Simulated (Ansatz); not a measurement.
L1₀ (CuAu-type) CoPt, treated with PBE (plane waves, PAW; Ansatz, a first-principles code).

Run with plane-wave cutoff 520 eV, 20×20×16 k mesh (along the axes of the cell as run), Fermi–Dirac smearing 0.05 eV, spin-polarised with parallel moments, scalar-relativistic PAW data made under PBE.

Shape and atoms are relaxed at each volume.

Pressure at four volumes; x = ln(V/13.525 Å³). One pressure is withheld.

```csv
V (Å³/atom),x,P (GPa)
12.984,-0.0408,?
13.254,-0.0202,4.61
13.525,0.0000,0.00
14.066,0.0392,-7.72
```

**Question.** Pass a parabola P(x) through the three rows shown, estimate the bulk modulus and its pressure derivative near zero pressure, and predict the withheld pressure.

**Answer.** Slopes between the rows: (0.00 − (4.61))/(0.0000 − (-0.0202)) = -228.22 and (-7.72 − (0.00))/(0.0392 − (0.0000)) = -196.94 GPa. Their difference over the span 0.0594 is c = 31.28/0.0594 = 526.6 GPa, so P(x) = 4.61 + (-228.22)(x − (-0.0202)) + 526.6 (x − (-0.0202))(x − (0.0000)). At the middle row B = −dP/dx = −[-228.22 + 526.6 × 0.0202] = 217.6 GPa, and B′ = dB/dP = 2c/B = 4.8. At x = -0.0408 the parabola gives 9.75 GPa; the run gives 9.81 GPa. The Birch–Murnaghan fit to the energies at all volumes has B0 = 217 GPa and B′ = 5.0.

Spin–orbit coupling is not included.
